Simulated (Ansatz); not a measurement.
**Zinc-blende AlSb**

Method: PBE-D3(BJ) in Ansatz (plane waves, PAW).

Numerical settings: plane-wave cutoff 520 eV, 10×10×10 k mesh, scalar-relativistic PAW data made under PBE.

Cell (relaxed at this level):

```
AlSb
1.0
    0.00000     3.07452     3.07452
    3.07452     0.00000     3.07452
    3.07452     3.07452     0.00000
Al Sb
1 1
Cartesian
  0.00000   0.00000   0.00000
  4.61178   4.61178   4.61178
```

```json
{
  "elastic constant C11": "81.2 GPa",
  "elastic constant C12": "40.9 GPa",
  "elastic constant C44": "37.9 GPa",
  "Voigt–Reuss–Hill bulk modulus": "54.3 GPa",
  "Voigt–Reuss–Hill shear modulus (Hill average)": "29.4 GPa",
  "young_modulus": "74.7 GPa",
  "poisson_ratio": "0.271"
}
```

Measured, for comparison: elastic constant C11 87.7 GPa, elastic constant C12 43.4 GPa, elastic constant C44 40.8 GPa (temperature not stated, not corrected to a static lattice; as tabulated in Oses et al. (2018), arXiv:1811.08464). Computed (rounded) less measured: elastic constant C11 -7 %, elastic constant C12 -6 %, elastic constant C44 -7 %.

Note: the dispersion coefficients are held fixed in the derivatives.

Elastic constants are with the ions relaxed.

Spin–orbit coupling is not included.

Computed values are for the static lattice.

Ansatz is an electronic-structure program.
